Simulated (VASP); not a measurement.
Here is a VASP 6.6.1 calculation.

INCAR

```
PREC = Accurate
ENCUT = 600
EDIFF = 1E-7
ISMEAR = 0
SIGMA = 0.03
LREAL = F
LASPH = T
NELM = 80
ALGO = Normal
ISIF = 3
LWAVE = F
LCHARG = F
METAGGA = R2SCAN
LMIXTAU = T
IBRION = 2
NSW = 90
EDIFFG = -0.005
```

KPOINTS

```
Automatic mesh
0
Gamma
  10 10 10
```

File POSCAR:

```
SiC                                     
1.0
    0.0000000000      2.1770435138      2.1770435138
    2.1770435138      0.0000000000      2.1770435138
    2.1770435138      2.1770435138      0.0000000000
  Si              C             
     1     1
Direct
     0.0000000000000000    0.0000000000000000    0.0000000000000000
     0.2500000000000000    0.2500000000000000    0.2500000000000000
```

Potentials or basis: VASP PAW PBE potentials, release 64 (Si, C).

The run is started by

```bash
$ cat potpaw_PBE.64/Si/POTCAR potpaw_PBE.64/C/POTCAR > POTCAR
$ mpirun -np 1 vasp_std > vasp.out
```

**Question.** What does it give for the band gap on the k mesh?

**Answer.** 1.72 eV, indirect (least direct gap 5.06 eV).

Final structure:
```
Si C
1.0
     0.00000    2.17704    2.17704
     2.17704    0.00000    2.17704
     2.17704    2.17704    0.00000
Si C
1 1
Cartesian
  0.0000 0.0000 0.0000
  1.0885 1.0885 1.0885
```

Caveat: the relaxation stopped at its first step, so nothing moved; the PAW data sets were made with another functional, which shifts forces and pressure a little. r2SCAN opens gaps a little over a GGA but as a rule still falls short of measured ones.
